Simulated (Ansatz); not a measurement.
All numbers below come from Ansatz 0.2.0, DFT PBE, scalar-relativistic, plane waves, PAW. Settings: cutoff 420 eV, Γ-centred meshes spaced at most about 0.3 Å⁻¹, and about 0.25 Å⁻¹ or finer for metals (2π included), Gaussian smearing. No spin polarisation.

All energies are static (0 K, no zero-point motion).

Two forms of TaC₂ were relaxed alike.

1.

```xyz
3
Lattice="-1.5857 1.5857 2.9543 1.5857 -1.5857 2.9543 1.5857 1.5857 -2.9543" Properties=species:S:1:pos:R:3 pbc="T T T"
Ta    0.0000    0.0000    0.0000
C     0.0000    0.0000    2.2622
C     0.0000    0.0000    3.6464
```

2.

```xyz
3
Lattice="3.2309 0.0000 0.0000 -1.6154 2.7980 0.0000 0.0000 0.0000 5.5562" Properties=species:S:1:pos:R:3 pbc="T T T"
Ta    0.0000    0.0000    0.0000
C     0.0000    1.8654    1.0664
C     1.6154    0.9327    4.4898
```

Task: Which form is favoured at zero pressure, and by what margin per atom?

Result: Cell 1 is lower, by 1.08 eV/atom. Cell 1 has the CaC2 type, space group I4/mmm (No. 139), 9.9 Å³/atom and no gap on its mesh; cell 2 has the cadmium iodide type, space group P-3m1 (No. 164), 16.7 Å³/atom and no gap. Counting C atoms around Ta (those within 1.25 times the shortest such distance or 1.15 times the sum of covalent radii), cell 1 has Ta 10 and cell 2 has Ta 6. Cell 1 holds C–C pairs (shortest 1.38 Å); in cell 2 the shortest C–C distance is 2.83 Å. Even the lower one lies +0.54 eV/atom against the reference forms of the elements (uncorrected), so neither is stable at this level. Both come from invented guesses. Shaken at random and relaxed again, cell 1 came back.

Weakly bound directions are ill-defined at this level, which has no dispersion term (P-3m1), and this can change margins and order among such cells. Spin–orbit coupling, which can matter for Ta, is left out. Cells without such a test can be saddle points.
